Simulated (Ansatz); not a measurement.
# 7 guesses for Ge and where they end

All numbers below come from DFT PBE, scalar-relativistic, plane waves, PAW (Ansatz). Settings: cutoff 420 eV, Γ-centred meshes spaced at most about 0.3 Å⁻¹, and about 0.25 Å⁻¹ or finer for metals (2π included), Gaussian smearing. No spin polarisation in the final relaxations.

Each guess was relaxed in cell and atoms at zero pressure, within the symmetry of its start. These are static total energies at zero pressure. Coordination counts all near atoms (those within 1.25 times the shortest such distance or 1.15 times the sum of covalent radii; a plus sign parts nearer from farther groups; a slash parts the counts of unlike sites).

| guess | made from | start group | V start (Å³/atom) | end group | V end (Å³/atom) | coordination at the end | gap on mesh (eV) | E over the lowest end (meV/atom) |
| --- | --- | --- | --- | --- | --- | --- | --- | --- |
| 1 | 4-connected net of one element | Pccn | 18.9 | Pccn | 22.4 | Ge 4 | 0 | 228 |
| 2 | 4-connected net of one element | Cmme | 23.5 | Cmme | 24.2 | Ge 4 | 0 | 131 |
| 3 | 4-connected net of one element | P4_122 | 20.1 | P4_122 | 23.6 | Ge 4 | 0 | 234 |
| 4 | 3-, 4-connected net of one element | Pnc2 | 23.7 | Imma | 28.3 | Ge 4 | 0 | 173 |
| 5 | 3-, 4-connected net of one element | Pmna | 20.7 | Fd-3m (diamond) | 23.9 | Ge 4 | 0 | 0 |
| 6 | 6-connected net of one element | R-3m | 16.4 | ? | ? | ? | ? | ? |
| 7 | 4-connected net of one element | Pnnm | 23.1 | Pnnm | 27.9 | Ge 4 | 0 | 272 |

Guess 6 as it starts:

```cif
data_structure
_symmetry_space_group_name_H-M 'R-3m:H'
_symmetry_Int_Tables_number 166
_cell_length_a 3.4812
_cell_length_b 3.4812
_cell_length_c 37.4212
_cell_angle_alpha 90.000
_cell_angle_beta 90.000
_cell_angle_gamma 120.000
_cell_volume 392.74
loop_
_atom_site_label
_atom_site_type_symbol
_atom_site_symmetry_multiplicity
_atom_site_Wyckoff_symbol
_atom_site_fract_x
_atom_site_fract_y
_atom_site_fract_z
_atom_site_occupancy
Ge1 Ge 3 a 0.00000 0.00000 0.00000 1
Ge2 Ge 3 b 0.66667 0.33333 0.83333 1
Ge3 Ge 6 c 0.00000 0.00000 0.91437 1
Ge4 Ge 6 c 0.00000 0.00000 0.79253 1
Ge5 Ge 6 c 0.66667 0.33333 0.95751 1
```

Question: Fill in the missing row: what does this guess relax into, and where does it rank?

Answer: It ends in space group R-3m (No. 166), with a = 3.857 Å, c = 37.930 Å, 20.4 Å³/atom and no gap. It lies 251 meV/atom over the lowest end, above guess 3 and below guess 7. Counting all near atoms, this end has Ge 6/6+1/6+2 and the lowest (guess 5) has Ge 4.

```cif
data_structure
_symmetry_space_group_name_H-M 'R-3m:H'
_symmetry_Int_Tables_number 166
_cell_length_a 3.8565
_cell_length_b 3.8565
_cell_length_c 37.9296
_cell_angle_alpha 90.000
_cell_angle_beta 90.000
_cell_angle_gamma 120.000
_cell_volume 488.54
loop_
_atom_site_label
_atom_site_type_symbol
_atom_site_symmetry_multiplicity
_atom_site_Wyckoff_symbol
_atom_site_fract_x
_atom_site_fract_y
_atom_site_fract_z
_atom_site_occupancy
Ge1 Ge 3 a 0.00000 0.00000 0.00000 1
Ge2 Ge 3 b 0.66667 0.33333 0.83333 1
Ge3 Ge 6 c 0.00000 0.00000 0.91850 1
Ge4 Ge 6 c 0.00000 0.00000 0.79392 1
Ge5 Ge 6 c 0.66667 0.33333 0.95618 1
```

The k mesh leaves some 4 meV/atom of noise in the energy of each metallic cell. The zero gap of Fd-3m, Cmme, Imma, Pccn, P4_122 and others may come from the functional, which often closes small gaps. With atoms moved at random, Fd-3m and Imma came back. Other cells relaxed within their symmetry can be saddle points. The part of the Crystallography Open Database at hand lists Ge in space groups No. 64, 96, 227; sharing a group (Fd-3m) doesn't make a cell the listed structure. Some types were kept out of the candidates beforehand, so the set may lack a known form.
